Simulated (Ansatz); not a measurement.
Working through a small convex hull of the Cu-Au system

With Ansatz's Python interface.

The script reads `cu3au_cu3au_pm_3m.xyz`:
```text
4
Lattice="3.74 0.0 0.0 0.0 3.74 0.0 0.0 0.0 3.74" Properties=species:S:1:pos:R:3 pbc="T T T"
Cu    0.00000000    1.87000000    1.87000000
Cu    1.87000000    0.00000000    1.87000000
Cu    1.87000000    1.87000000    0.00000000
Au    0.00000000    0.00000000    0.00000000
```

`cu3au_cuau_p4_mmm.vasp`
```text
CuAu
1.0
   2.81074946    0.00000000    0.00000000
   0.00000000    2.81074946    0.00000000
   0.00000000    0.00000000    3.68500000
Cu Au
1 1
Direct
   0.50000000    0.50000000    0.50000000
   0.00000000    0.00000000    0.00000000
```

`cu3au_cuau3_pm_3m.vasp`
```text
CuAu3
1.0
   3.98000000    0.00000000    0.00000000
   0.00000000    3.98000000    0.00000000
   0.00000000    0.00000000    3.98000000
Cu Au
1 3
Direct
   0.00000000    0.00000000    0.00000000
   0.00000000    0.50000000    0.50000000
   0.50000000    0.00000000    0.50000000
   0.50000000    0.50000000    0.00000000
```

Input file `cu3au_cuau_r_3m.xyz`:
```text
2
Lattice="1.44305685 0.83314926 4.25617076 -1.44305685 0.83314926 4.25617076 0.0 -1.66629852 4.25617076" Properties=species:S:1:pos:R:3 pbc="T T T"
Cu    0.00000000    0.00000000    6.38425614
Au    0.00000000    0.00000000    0.00000000
```

`cu3au_cu.cif`
```cif
data_Cu
_cell_length_a 2.556191
_cell_length_b 2.556191
_cell_length_c 2.556191
_cell_angle_alpha 60.00000
_cell_angle_beta 60.00000
_cell_angle_gamma 60.00000
_symmetry_space_group_name_H-M 'P 1'
_symmetry_Int_Tables_number 1
loop_
_symmetry_equiv_pos_as_xyz
'x, y, z'
loop_
_atom_site_label
_atom_site_type_symbol
_atom_site_fract_x
_atom_site_fract_y
_atom_site_fract_z
Cu1 Cu    0.000000    0.000000    0.000000
```

Contents of `cu3au_au.vasp`:
```text
Au
1.0
   0.00000000    2.03500000    2.03500000
   2.03500000    0.00000000    2.03500000
   2.03500000    2.03500000    0.00000000
Au
1
Direct
   0.00000000    0.00000000    0.00000000
```

At the Python prompt:
```pycon
>>> from collections import Counter
>>> import warnings
>>> import ansatz as az
>>> from ase.io import read
>>> import numpy as np
>>> def run_phase(name, crystal):
...     calc = (
...         crystal.calculation()
...         .eigensolver("davidson", full_accuracy=True)
...         .functional("PBEsol")
...         .basis(520)
...         .kpoints(spacing=0.39)
...         .occupations("fermi_dirac", width=0.1)
...     )
...     calc = calc.relax(force_tolerance=0.03, fix_cell=["shape"])
...     return calc.run(threads=1, backend="cpu")
...
>>> def counts(outcome):
...     return Counter(site.symbol for site in outcome.lattice.sites)
...
>>> def formation_energy(outcome, mu):
...     n = counts(outcome)
...     return (outcome.report["energy_sigma0_ev"] - sum(k * mu[element] for element, k in n.items())) / sum(n.values())
...
>>> warnings.simplefilter("ignore", az.DeckWarning)
>>> phases = {}
>>> cu3au_pm_3m = az.Crystal.from_extxyz("cu3au_cu3au_pm_3m.xyz")
>>> phases["Cu3Au Pm-3m"] = cu3au_pm_3m
>>> atoms = read("cu3au_cuau_p4_mmm.vasp", format="vasp")
>>> cuau_p4_mmm = az.Crystal.from_ase(atoms)
>>> phases["CuAu P4/mmm"] = cuau_p4_mmm
>>> atoms = read("cu3au_cuau3_pm_3m.vasp", format="vasp")
>>> cuau3_pm_3m = az.Crystal.from_ase(atoms)
>>> phases["CuAu3 Pm-3m"] = cuau3_pm_3m
>>> cuau_r_3m = az.Crystal.from_extxyz("cu3au_cuau_r_3m.xyz")
>>> phases["CuAu R-3m"] = cuau_r_3m
>>> atoms = read("cu3au_cu.cif")
>>> cu = az.Crystal.from_ase(atoms)
>>> phases["Cu"] = cu
>>> atoms = read("cu3au_au.vasp", format="vasp")
>>> au = az.Crystal.from_ase(atoms)
>>> phases["Au"] = au
>>> done = {name: run_phase(name, crystal) for name, crystal in phases.items()}
>>> references = {"Cu": "Cu", "Au": "Au"}
>>> mu = {element: done[name].report["energy_sigma0_ev"] / len(done[name].lattice.sites) for element, name in references.items()}
>>> points = sorted((counts(o)["Au"] / len(o.lattice.sites), formation_energy(o, mu), name) for name, o in done.items())
>>> hull = []
>>> for x, e, _ in points:
...     while len(hull) > 1 and (hull[-1][0] - hull[-2][0]) * (e - hull[-2][1]) - (hull[-1][1] - hull[-2][1]) * (x - hull[-2][0]) <= 0:
...         hull.pop()
...     hull.append((x, e))
...
(0.5, 0.024260706406494137)
(0.75, 0.03875749709914089)
>>> rows = [(name, x, e, e - np.interp(x, *zip(*hull))) for x, e, name in points]
>>> print("     phase       x(Au)  E_form (eV/atom)  above hull (eV/atom)")
     phase       x(Au)  E_form (eV/atom)  above hull (eV/atom)
>>> for row in rows:
...     print(f"{str(row[0]):>10}  {row[1]:10.3f}  {row[2]:16.4f}  {row[3]:20.4f}")
...
        Cu       0.000            0.0000                0.0000
Cu3Au Pm-3m       0.250           -0.0288                0.0000
CuAu P4/mmm       0.500           -0.0260                0.0000
 CuAu R-3m       0.500            0.0243                0.0503
CuAu3 Pm-3m       0.750            0.0388                0.0518
        Au       1.000            0.0000                0.0000
>>> print("on the hull of these phases:", ", ".join(row[0] for row in rows if row[3] < 1e-6))
on the hull of these phases: Cu, Cu3Au Pm-3m, CuAu P4/mmm, Au
```

Reading the output:
- These settings explore the input space; cutoff and mesh may be short of convergence.
- For the metals among these phases the mesh is modest: differences between phases can be off by up to 40 meV an atom.
- Atoms and volume are relaxed with the cell's shape held, which in cells of lower than cubic symmetry can hide stresses and shift volumes.
- Spin-orbit coupling, which matters for elements this heavy, is left out.
- The cells come from databases of deposited and of computed structures, and not all need be stable phases.
- Differences under about 40 meV an atom lie within the error of mesh and functional, so such verdicts may flip; only the cells listed enter the hull.
- Run time: 75 s on 1 thread of Arm Neoverse V1, on a shared host, peak memory 0.5 GiB.
